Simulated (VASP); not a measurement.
# NbH (I4/mmm) in VASP: a series of runs

One crystal, NbH, is run at these levels: PBEsol; tasks: single point.

Program: VASP 6.6.1. These are calculated values, not measurements. Logs are shortened: lines on timing, memory, paths and dates and some standing lists are left out, and cuts for length are marked.

## 1. The crystal as given

The structure is tetragonal, space group I4/mmm (No. 139). The conventional cell has a = 3.214 Å, b = 3.214 Å, c = 3.969 Å, α = 90.00°, β = 90.00°, γ = 90.00°. Nb (site symmetry 4/mmm) is surrounded by 6 H at 1.98 to 2.27 Å. Around H (site symmetry 4/mmm) lie 6 Nb at 1.98 to 2.27 Å.

The cell comes from a database or a generator and needn't be the stable form of this composition.

## 2. Single point, PBEsol

INCAR reads:

```
PREC = Accurate ; ENCUT = 520
EDIFF = 1E-6 ; ISMEAR = 0
SIGMA = 0.15 ; LREAL = False
LASPH = True ; NELM = 100
ALGO = Fast ; ISIF = 2
LWAVE = False ; LCHARG = False
GGA = PS ; NBANDS = 14
```

KPOINTS reads:

```
Automatic mesh
0
Gamma
  22 22 22
```

POSCAR reads:

```
NbH
1.0
   -1.6069640000      1.6069640000      1.9843010000
    1.6069640000     -1.6069640000      1.9843010000
    1.6069640000      1.6069640000     -1.9843010000
Nb H
1 1
Direct
    0.0000000000      0.0000000000      0.0000000000
    0.5000000000      0.5000000000      0.0000000000
```

Potentials or basis: VASP PAW PBE potentials, release 64 (Nb_sv, H).

Run with:

```
$ cat potpaw_PBE.64/Nb_sv/POTCAR potpaw_PBE.64/H/POTCAR > POTCAR
$ mpirun -np 1 vasp_std > vasp.out
```

OUTCAR:

```text
PREC = Accurate
   ENCUT = 520
   EDIFF = 1E-6
   ISMEAR = 0
   LREAL = False
   LASPH = True
   NELM = 100
   ISIF = 2
   GGA = PS

 ion  position               nearest neighbor table
   1  0.000  0.000  0.000-
   2  0.500  0.500  0.000-

  LATTYP: Found a body centered tetragonal cell.
 ALAT       =     3.2139280000
 C/A-ratio  =     1.2348135988

  Lattice vectors:

 A1 = (  -1.6069640000,   1.6069640000,   1.9843010000)
 A2 = (   1.6069640000,  -1.6069640000,   1.9843010000)
 A3 = (   1.6069640000,   1.6069640000,  -1.9843010000)

Analysis of symmetry for initial positions (statically):
=====================================================================
 Subroutine PRICEL returns:
 Original cell was already a primitive cell.

 Routine SETGRP: Setting up the symmetry group for a
 body centered tetragonal supercell.

 Subroutine GETGRP returns: Found 16 space group operations
 (whereof 16 operations were pure point group operations)
 out of a pool of 16 trial point group operations.

The static configuration has the point symmetry D_4h.

Analysis of symmetry for dynamics (positions and initial velocities):
=====================================================================
 Subroutine PRICEL returns:
 Original cell was already a primitive cell.

 Routine SETGRP: Setting up the symmetry group for a
 body centered tetragonal supercell.

 Subroutine GETGRP returns: Found 16 space group operations
 (whereof 16 operations were pure point group operations)
 out of a pool of 16 trial point group operations.

The dynamic configuration has the point symmetry D_4h.

 Subroutine INISYM returns: Found 16 space group operations
 (whereof 16 operations are pure point group operations),
 and found     1 'primitive' translations

----------------------------------------------------------------------------------------

                                     Primitive cell

  volume of cell :      20.4965

  direct lattice vectors                    reciprocal lattice vectors
    -1.606964000  1.606964000  1.984301000     0.000000000  0.311145738  0.251977901
     1.606964000 -1.606964000  1.984301000     0.311145738  0.000000000  0.251977901
     1.606964000  1.606964000 -1.984301000     0.311145738  0.311145738  0.000000000

  length of vectors
     3.016971504  3.016971504  3.016971504     0.400380485  0.400380485  0.440026523

  position of ions in fractional coordinates (direct lattice)
     0.000000000  0.000000000  0.000000000
     0.500000000  0.500000000  0.000000000

  ion indices of the primitive-cell ions
   primitive index   ion index
                 1           1
                 2           2

----------------------------------------------------------------------------------------

 KPOINTS: Automatic mesh

Automatic generation of k-mesh.
 Grid dimensions read from file:
 generate k-points for:   22   22   22

 Generating k-lattice:

  Cartesian coordinates                     Fractional coordinates (reciprocal lattice)
     0.000000000  0.014142988  0.011453541     0.045454545  0.000000000 -0.000000000
     0.014142988  0.000000000  0.011453541     0.000000000  0.045454545 -0.000000000
     0.014142988  0.014142988  0.000000000     0.000000000  0.000000000  0.045454545

  Length of vectors
     0.018199113  0.018199113  0.020001206

  Shift w.r.t. Gamma in fractional coordinates (k-lattice)
     0.000000000  0.000000000  0.000000000

 Subroutine IBZKPT returns following result:
 ===========================================

 Found    834 irreducible k-points:

 Following reciprocal coordinates:
            Coordinates               Weight
  0.000000  0.000000  0.000000      1.000000
  0.045455  0.000000  0.000000      8.000000
  0.090909  0.000000  0.000000      8.000000
  0.136364  0.000000 -0.000000      8.000000
  0.181818  0.000000  0.000000      8.000000
  0.227273  0.000000  0.000000      8.000000
[... 16 lines left out ...]
  0.500000  0.045455  0.000000     16.000000
 -0.454545  0.045455  0.000000     16.000000
 [... further k-points ...]
   k-points           NKPTS =    834   k-points in BZ     NKDIM =    834   number of bands    NBANDS=     14
   number of dos      NEDOS =    301   number of ions     NIONS =      2
   total plane-waves  NPLWV =  13824
   dimension x,y,z NGX =    24 NGY =   24 NGZ =   24
   dimension x,y,z NGXF=    48 NGYF=   48 NGZF=   48
   ions per type =               1   1
   NGX,Y,Z   is equivalent  to a cutoff of  13.22, 13.22, 13.22 a.u.
   NGXF,Y,Z  is equivalent  to a cutoff of  26.45, 26.45, 26.45 a.u.
 SYSTEM =  unknown system
   PREC   = accura    normal or accurate (medium, high low for compatibility)
   ISTART =      0    job   : 0-new  1-cont  2-samecut
   ICHARG =      2    charge: 1-file 2-atom 10-const
   ISPIN  =      1    spin polarized calculation?
   LNONCOLLINEAR =      F non collinear calculations
   LSORBIT =      F    spin-orbit coupling
   LASPH  =      T    aspherical Exc in radial PAW
   ENCUT  =  520.0 eV  38.22 Ry    6.18 a.u.   5.61  5.61  5.61*2*pi/ulx,y,z
   NELM   =    100;   NELMIN=  2; NELMDL= -5     # of ELM steps
   EDIFF  = 0.1E-05   stopping-criterion for ELM
   LREAL  =      F    real-space projection
   EDIFFG = 0.1E-04   stopping-criterion for IOM
   NSW    =      0    number of steps for IOM
   IBRION =     -1    ionic relax: 0-MD 1-quasi-New 2-CG
   NFREE  =      0    steps in history (QN), initial steepest desc. (CG)
   ISIF   =      2    stress and relaxation
   ISYM   =      2    0-nonsym 1-usesym 2-fastsym
   POTIM  = 0.5000    time-step for ionic-motion
   TEBEG  =    0.0;   TEEND  =   0.0 temperature during run
   PSTRESS=    0.0 pullay stress
   NELECT =      14.0000    total number of electrons
   NUPDOWN=      -1.0000    fix difference up-down
   EMIN   =  10.00;   EMAX   =-10.00  energy-range for DOS
   EFERMI =   0.00;   METHOD = LEGACY
   ISMEAR =     0;   SIGMA  =   0.15  broadening in eV -4-tet -1-fermi 0-gaus
   EFERMI_NEDOS =   21; number of points for ismear=-14 and -15
   IALGO  =     68    algorithm
   IMIX   =      4    mixing-type and parameters
     AMIX     =   0.40;   BMIX     =  1.00
     AMIX_MAG =   1.60;   BMIX_MAG =  1.00
  volume/ion in A,a.u.               =      10.25        69.16
  Fermi-wavevector in a.u.,A,eV,Ry     =   1.441753  2.724518 28.281778  2.078652
  Thomas-Fermi vector in A             =   2.560350
   LORBIT       =      0    0 simple, 1 ext, 2 COOP (PROOUT), +10 PAW based schemes
   GGA     = PS    functional components
   LHFCALC =     F    Hartree Fock is set to
   AEXX    =    0.0000 exact exchange contribution
   IVDW    =     0    specifies the selected vdW correction
   LEPSILON=     F    determine dielectric tensor
   LRPA    =     F    only Hartree local field effects (RPA)
 non-spin polarized calculation
 RMM-DIIS sequential band-by-band and
 Gauss-broadening in eV      SIGMA  =   0.15
  energy-cutoff  :      520.00
  volume of cell :       20.50
 maximum number of plane-waves:       567
   NGX = 11   NGY = 11   NGZ = 11

 number of electron      13.9999999 magnetization

 Free energy of the ion-electron system (eV)
  ---------------------------------------------------
  ext. energy  EPLUGINS =         0.00000000
  ---------------------------------------------------
  free energy    TOTEN  =       -14.62500885 eV

  energy without entropy =      -14.61220916  energy(sigma->0) =      -14.61860900

 E-fermi :  10.9017     XC(G=0): -12.5218

 val. band max:       10.9003661068   @ k =  -0.2727   0.5000   0.2727
 cond. band min:      10.9038118242   @ k =  -0.0455   0.4545   0.0455
 fundamental gap:      0.0034457174
 Fermi energy:        10.9017198326

 k-point     1 :       0.0000    0.0000    0.0000
  band No.  band energies     occupation
      1     -44.1403      2.00000
      2     -19.7543      2.00000
      3     -19.7084      2.00000
      4     -19.7084      2.00000
      5       1.3042      2.00000
      6      10.2008      2.00000
      7      10.2008      2.00000
      8      11.5587      0.00000
      9      11.8207      0.00000
     10      12.7209      0.00000
     11      20.8395      0.00000
     12      22.2751      0.00000
     13      23.2507      0.00000
     14      23.2507      0.00000

 k-point     2 :       0.0455    0.0000    0.0000
  band No.  band energies     occupation
      1     -44.1374      2.00000
      2     -19.7666      2.00000
      3     -19.7185      2.00000
      4     -19.7127      2.00000
      5       1.3696      2.00000
      6      10.1863      2.00000
      7      10.2283      2.00000
      8      11.5384      0.00000
      9      11.8028      0.00000
     10      12.6795      0.00000
     11      20.4875      0.00000
     12      22.4144      0.00000
     13      23.3830      0.00000
     14      23.5378      0.00000

 k-point     3 :       0.0909    0.0000    0.0000
  band No.  band energies     occupation
      1     -44.1288      2.00000
      2     -19.8192      2.00000
      3     -19.7308      2.00000
      4     -19.7252      2.00000
      5       1.5623      2.00000
      6      10.1220      2.00000
      7      10.2911      2.00000
      8      11.4908      0.00000
      9      11.7762      0.00000
     10      12.5858      0.00000
     11      19.7342      0.00000
     12      22.8052      0.00000
     13      23.7698      0.00000
     14      24.1789      0.00000
[... 324 lines left out ...]
 k-point    23 :       0.5000    0.0455    0.0000
  band No.  band energies     occupation
      1     -43.9931      2.00000
      2     -20.7156      2.00000
      3     -19.9231      2.00000
      4     -19.7805      2.00000
      5       5.9268      2.00000
      6       6.6387      2.00000
      7       9.3443      2.00000
      8      10.8606      1.30159
      9      14.0889      0.00000
     10      15.0605      0.00000
     11      18.3070      0.00000
     12      19.5161      0.00000
     13      25.6745      0.00000
     14      27.2575      0.00000

 k-point    24 :      -0.4545    0.0455    0.0000
  band No.  band energies     occupation
      1     -43.9985      2.00000
      2     -20.6812      2.00000
      3     -19.9140      2.00000
      4     -19.7812      2.00000
      5       5.4425      2.00000
      6       7.0452      2.00000
      7       9.3868      2.00000
      8      10.9458      0.67790
      9      14.0383      0.00000
     10      14.7850      0.00000
     11      17.7505      0.00000
     12      20.3472      0.00000
     13      26.1246      0.00000
     14      27.5255      0.00000

 [... further k-points ...]

------------------------ aborting loop because EDIFF is reached ----------------------------------------

  FORCE on cell =-STRESS in cart. coord.  units (eV):
  Direction    XX          YY          ZZ          XY          YZ          ZX
  --------------------------------------------------------------------------------------
  -------------------------------------------------------------------------------------
  Total       -0.9895718     -0.9895718     -1.0466212      0.0000000      0.0000000      0.0000000
  in kB      -77.3531580    -77.3531580    -81.8126182      0.0000000      0.0000000      0.0000000
  external PRESSURE =     -78.8396447 kB  Pullay stress =       0.0000000 kB

 VOLUME and BASIS-vectors are now :
 -----------------------------------------------------------------------------
  energy-cutoff  :      520.00
  volume of cell :       20.50
      direct lattice vectors                 reciprocal lattice vectors
    -1.606964000  1.606964000  1.984301000     0.000000000  0.311145738  0.251977901
     1.606964000 -1.606964000  1.984301000     0.311145738  0.000000000  0.251977901
     1.606964000  1.606964000 -1.984301000     0.311145738  0.311145738  0.000000000

 POSITION                                       TOTAL-FORCE (eV/Angst)
 -----------------------------------------------------------------------------------
      0.00000      0.00000      0.00000         0.000000      0.000000     -0.000000
      0.00000      0.00000      1.98430        -0.000000      0.000000      0.000000
 -----------------------------------------------------------------------------------
    total drift:                               -0.000000      0.000000     -0.000000

  FREE ENERGIE OF THE ION-ELECTRON SYSTEM (eV)
  ---------------------------------------------------
  free  energy   TOTEN  =       -14.6250088520 eV

  energy  without entropy=      -14.6122091562  energy(sigma->0) =      -14.61860900
```

It took 6.3 min on 1 thread of Intel Xeon Platinum 8259CL at 2.50GHz (Skylake/Cascade Lake), shared host; peak memory 0.34 GiB.

What came out:

| Item | Value |
| --- | --- |
| Free energy | -14.6250 eV |
| Pressure | -7.9 GPa |
| Band gap on the k mesh | none (metal or under the smearing width) |

Stress tensor (GPa, compression positive):
```
-7.74  0.00  0.00
 0.00 -7.74  0.00
 0.00  0.00 -8.18
```

Caveat: the PAW data sets were made with another functional, which shifts forces and pressure a little.

## 3. Single point, PBEsol

INCAR reads:

```
PREC = Accurate
ENCUT = 520
EDIFF = 1E-6
ISMEAR = 0
SIGMA = 0.15
LREAL = F
LASPH = T
NELM = 100
ALGO = Fast
ISIF = 2
LWAVE = F
LCHARG = F
GGA = PS
NBANDS = 14
```

KPOINTS reads:

```
regular mesh
0
Gamma
  20 20 20
```

POSCAR is that of step 2.

Potentials or basis: VASP PAW PBE potentials, release 64 (Nb_sv, H).

Run with:

```
$ cat potpaw_PBE.64/Nb_sv/POTCAR potpaw_PBE.64/H/POTCAR > POTCAR
$ mpirun -np 1 vasp_std > vasp.out
```

Run time: 4.6 min. Hardware: 1 thread of Intel Xeon Platinum 8259CL at 2.50GHz (Skylake/Cascade Lake), shared host; peak memory 0.29 GiB.

It converged, with:

| Item | Value |
| --- | --- |
| Free energy | -14.6254 eV |
| Pressure | -8.0 GPa |
| Band gap on the k mesh | none (metal or under the smearing width) |

Stress tensor (GPa, compression positive):
```
-7.81  0.00  0.00
 0.00 -7.81  0.00
 0.00  0.00 -8.26
```

Levels at points of the mesh, in eV from the Fermi level:
```
           k point  band 5  band 6  band 7  band 8  band 9  band 10
(0.00, 0.00, 0.00)   -9.60   -0.70   -0.70    0.66    0.92     1.82
(0.50, 0.00, 0.00)   -4.83   -4.38   -1.59   -0.09    3.18     4.22
(0.50, 0.50, 0.00)   -8.07   -3.25    1.26    3.08    3.67     4.79
(0.50, 0.50, 0.50)   -8.10   -3.64    3.65    3.68    4.31     4.31
```

Caveat: the PAW data sets were made with another functional, which shifts forces and pressure a little.
